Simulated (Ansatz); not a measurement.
Crystal: VO2.

```
V O
1.0
     4.50720    0.00000    0.00000
     0.00000    4.50720    0.00000
     0.00000    0.00000    3.04445
V O
2 4
Direct
  0.50000 0.50000 0.50000
  0.00000 0.00000 0.00000
  0.20036 0.79964 0.50000
  0.79964 0.20036 0.50000
  0.70036 0.70036 0.00000
  0.29964 0.29964 0.00000
```

The cell is a database's computed one.

| Property | Result |
| --- | --- |
| Program | Ansatz 0.2.0 |
| Task | relaxation of cell and atoms |
| Functional | PBEsol |
| Dispersion | D4 |
| Potentials or basis | Ansatz PAW |
| Cutoff | 420 eV (not typed: the program's choice for these potentials) |
| k mesh | 6 × 6 × 9 |
| Occupations | fermi-dirac, width 0.05 eV |
| Spin | collinear spin, ferromagnetic start |
| Starting moments | [2.0, 2.0, 0.0, 0.0, 0.0, 0.0] μB |

At the start: volume 10.31 Å³/atom.

Task: Where does the relaxation end?

Result: It ends after 8 steps and the volume is 9.52 Å³/atom (-7.7 %); space group P4_2/mnm (No. 136, to 0.05 Å); moment 1.95 μB per cell.

Step by step:
```tsv
step	energy change (eV)	largest force (eV/Å)	volume (Å³)
1	0.0000	0.2841	61.85
2	-0.4403	0.4718	58.84
3	-0.5482	0.1003	56.43
4	-0.5603	0.0941	57.11
5	-0.5609	0.0063	57.20
6	-0.5489	0.0060	57.20
7	-0.5497	0.0007	57.11
8	-0.5492	0.0007	57.11
```

Final structure:
```
CELL_PARAMETERS angstrom
4.52086 0.00000 0.00000
0.00000 4.52086 0.00000
0.00000 0.00000 2.79422
ATOMIC_POSITIONS crystal
V 0.50000 0.50000 0.50000
V 0.00000 0.00000 0.00000
O 0.20125 0.79875 0.50000
O 0.79875 0.20125 0.50000
O 0.70125 0.70125 0.00000
O 0.29875 0.29875 0.00000
```

Caveat: the plane-wave basis is chosen anew once the cell has moved, so the energies of steps on either side of that aren't comparable; the pressure holds a Pulay correction of +0.9 GPa for the finite cutoff; the PAW data sets come from PBE, with cores solved anew for the run's functional, which leaves a small shift of forces and pressure.
